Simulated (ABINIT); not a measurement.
# ZrC (P6_3/mmc) in ABINIT: equation of state

How stiff is ZrC in PBEsol, and what volume does it want? The cell is scaled to several volumes.

All numbers are computed with ABINIT 10.8.3 (patched build); they aren't measurements. Logs are shortened: lines on timing, memory, paths and dates and some standing lists are left out, and cuts for length are marked. The log counts tension as positive stress, the text compression.

**1. Starting point**

It takes space group P6_3/mmc (No. 194, hexagonal). Conventional cell: a = 3.391 Å, b = 3.391 Å, c = 5.290 Å, α = 90.00°, β = 90.00°, γ = 120.00°. Around Zr (site symmetry -6m2) lie 6 C at 2.36 Å. Around C (site symmetry -3m) lie 6 Zr at 2.36 Å and 2 C at 2.65 Å.

The cell comes from a database or a generator and needn't be the stable form of this composition.

**2. Equation of state, PBEsol**

run.abi reads:

```
ndtset 7
getwfk -1
scalecart1 3*0.9795861087
scalecart2 3*0.9864848297
scalecart3 3*0.9932883884
scalecart4 3*1.0000000000
scalecart5 3*1.0066227096
scalecart6 3*1.0131594038
scalecart7 3*1.0196128224

pp_dirpath "./"
pseudos "Zr.upf, C.upf"

acell 3.3914762718 3.3914762718 5.290053 Angstrom
rprim
     1.0000000000     0.0000000000     0.0000000000
    -0.5000000000     0.8660254038     0.0000000000
     0.0000000000     0.0000000000     1.0000000000
ntypat 2
znucl 40 6
natom 4
typat 1 1 2 2
xred
     0.6666666667     0.3333333333     0.7500000000
     0.3333333333     0.6666666667     0.2500000000
     0.0000000000     0.0000000000     0.5000000000
     0.0000000000     0.0000000000     0.0000000000

ecut 1115.666836 eV

kptopt 1
ngkpt 9 9 5
nshiftk 1
shiftk 0.0 0.0 0.0

ixc -116133

nband 20
occopt 3
tsmear 0.05 eV

nstep 100
tolvrs 1.0e-10

iomode 3
prtwf 1
prtden 0
prteig 0
prtebands 0
```

Potentials or basis: PseudoDojo NC SR PBEsol v0.4.1 standard.

Run with:

```sh
abinit run.abi > log 2>&1
```

run.abo:

```text
.Version 10.8.3 of ABINIT
 DATASET    1 : space group P6_3/m m c (#194); Bravais hP (primitive hexag.)
================================================================================
 Values of the parameters that define the memory need for DATASET  1.
     intxc =       0    ionmov =       0      iscf =       7    lmnmax =       6
     lnmax =       6     mgfft =      60  mpssoang =       3    mqgrid =    3001
     natom =       4  nloc_mem =       1    nspden =       1   nspinor =       1
    nsppol =       1      nsym =      24    n1xccc =    2501    ntypat =       2
    occopt =       3   xclevel =       2
       mpw =        4221          nfft =       96000          nkpt =          36
================================================================================
================================================================================
[... 61 lines left out ...]
 DATASET    7 : space group P6_3/m m c (#194); Bravais hP (primitive hexag.)
================================================================================
 Values of the parameters that define the memory need for DATASET  7.
     intxc =       0    ionmov =       0      iscf =       7    lmnmax =       6
     lnmax =       6     mgfft =      60  mpssoang =       3    mqgrid =    3001
     natom =       4  nloc_mem =       1    nspden =       1   nspinor =       1
    nsppol =       1      nsym =      24    n1xccc =    2501    ntypat =       2
    occopt =       3   xclevel =       2
       mpw =        4754          nfft =       96000          nkpt =          36
================================================================================
================================================================================

--------------------------------------------------------------------------------
------------- Echo of variables that govern the present computation ------------
--------------------------------------------------------------------------------
 -outvars: echo values of preprocessed input variables --------
            acell      6.4089613162E+00  6.4089613162E+00  9.9967513615E+00 Bohr
              amu      9.12240000E+01  1.20110000E+01
             ecut      4.10000000E+01 Hartree
           getwfk          -1
              ixc     -116133
           jdtset        1    2    3    4    5    6    7
         kptrlatt        9    0    0      0    9    0      0    0    5
          kptrlen1     4.89633938E+01
          kptrlen2     4.93082178E+01
          kptrlen3     4.96482852E+01
          kptrlen4     4.99837568E+01
          kptrlen5     5.03147847E+01
          kptrlen6     5.06415132E+01
          kptrlen7     5.09640794E+01
            natom           4
            nband          20
           ndtset           7
            ngfft          40      40      60
             nkpt          36
            nstep         100
             nsym          24
           ntypat           2
[... 88 lines left out ...]
                       0.0000000000E+00  0.0000000000E+00  0.0000000000E+00
            znucl       40.00000    6.00000

================================================================================

 chkinp: Checking input parameters for consistency, jdtset=   1.

 chkinp: Checking input parameters for consistency, jdtset=   2.
[... 29 lines left out ...]
 getcut: wavevector=  0.0000  0.0000  0.0000  ngfft=  40  40  60
         ecut(hartree)=     41.000   => boxcut(ratio)=   2.12565

--- Pseudopotential description ------------------------------------------------
- pspini: atom type   1  psp file is ./Zr.upf
12 -116133 2 -1 1604                          pspcod,pspxc,lmax,lloc,mmax
     nproj     2     2     2

- pspini: atom type   2  psp file is ./C.upf
12 -116133 1 -1 1248                          pspcod,pspxc,lmax,lloc,mmax
     nproj     2     2     0

   1.48714228E+03                                ecore*ucvol(ha*bohr**3)
--------------------------------------------------------------------------------

================================================================================

--- !BeginCycle
iteration_state: {dtset: 1, }
solver: {iscf: 7, nstep: 100, nline: 4, wfoptalg: 0, }
tolerances: {tolvrs: 1.00E-10, }
...
[... 1139 lines left out ...]
-Cartesian components of stress tensor (GPa)         [Pressure= -1.7957E+01 GPa]
- sigma(1 1)=  1.86824051E+01  sigma(3 2)=  0.00000000E+00
- sigma(2 2)=  1.86824051E+01  sigma(3 1)=  0.00000000E+00
- sigma(3 3)=  1.65067524E+01  sigma(2 1)=  0.00000000E+00

== END DATASET(S) ==============================================================
================================================================================

 -outvars: echo values of variables after computation  --------
            acell      6.4089613162E+00  6.4089613162E+00  9.9967513615E+00 Bohr
           etotal1    -1.1331554334E+02
           etotal2    -1.1331651689E+02
           etotal3    -1.1331628554E+02
           etotal4    -1.1331496960E+02
           etotal5    -1.1331267815E+02
           etotal6    -1.1330950833E+02
           etotal7    -1.1330554865E+02
            fcart1     8.5778582083E-29 -1.4857286237E-28 -0.0000000000E+00
                      -8.5778582083E-29  1.4857286237E-28 -0.0000000000E+00
                      -0.0000000000E+00 -0.0000000000E+00 -0.0000000000E+00
                      -0.0000000000E+00 -0.0000000000E+00 -0.0000000000E+00
            fcart2     2.3424145864E-28  3.3195117895E-28 -0.0000000000E+00
                      -1.9165210253E-28 -3.0736220273E-28 -0.0000000000E+00
                      -2.1294678058E-29 -1.2294488109E-29 -0.0000000000E+00
                      -2.1294678058E-29 -1.2294488109E-29 -0.0000000000E+00
            fcart3     1.0574409760E-28 -1.3431304307E-28 -0.0000000000E+00
                      -1.4804173664E-28  1.0989248979E-28 -0.0000000000E+00
[... 66 lines left out ...]
                      -4.7614606347E-17  1.9580697385E+00  1.3225132500E+00
                      -3.1377458704E-17  5.4347352688E-17  2.6450265000E+00
                      -3.1377458704E-17  5.4347352688E-17 -2.2024269908E-16
           xangst5     1.7069685171E+00  9.8551873288E-01  3.9938156136E+00
                      -5.0523859505E-17  1.9710374658E+00  1.3312718712E+00
                       5.1901483777E-33  1.0941455884E-16  2.6625437424E+00
                       5.1901483777E-33  1.0941455884E-16  5.9120347338E-16
           xangst6     1.7180530388E+00  9.9191838443E-01  4.0197502077E+00
                       2.4938635663E-17  1.9838367689E+00  1.3399167359E+00
                       0.0000000000E+00  0.0000000000E+00  2.6798334718E+00
                       0.0000000000E+00  0.0000000000E+00  5.9504256451E-16
           xangst7     1.7289963468E+00  9.9823650627E-01  4.0453544025E+00
                      -5.6230213696E-17  1.9964730125E+00  1.3484514675E+00
                       0.0000000000E+00  0.0000000000E+00  2.6969029350E+00
                       0.0000000000E+00  0.0000000000E+00  7.4854093340E-17
             xred      6.6666666667E-01  3.3333333333E-01  7.5000000000E-01
                       3.3333333333E-01  6.6666666667E-01  2.5000000000E-01
                       0.0000000000E+00  0.0000000000E+00  5.0000000000E-01
                       0.0000000000E+00  0.0000000000E+00  0.0000000000E+00
 Calculation completed.
```

It took 10 min on 1 thread of Arm Neoverse V2, shared host; peak memory 0.17 GiB.

Results:

* Equilibrium volume: 12.72 Å³/atom
* Bulk modulus at fixed shape and positions: 233 GPa
* Pressure derivative of the bulk modulus: 4.1

Energy against volume, from the lowest point:
```csv
volume (Å³/atom),energy (meV/atom)
12.383,6.62
12.647,0.00
12.910,1.57
13.174,10.53
13.437,26.11
13.701,47.68
13.964,74.62
```

Caveat: pressures at fixed basis lie under the slope of the energies; the cell was scaled at fixed shape and fractional positions, which overstates the stiffness of a crystal with free parameters, most of all of layers and chains.
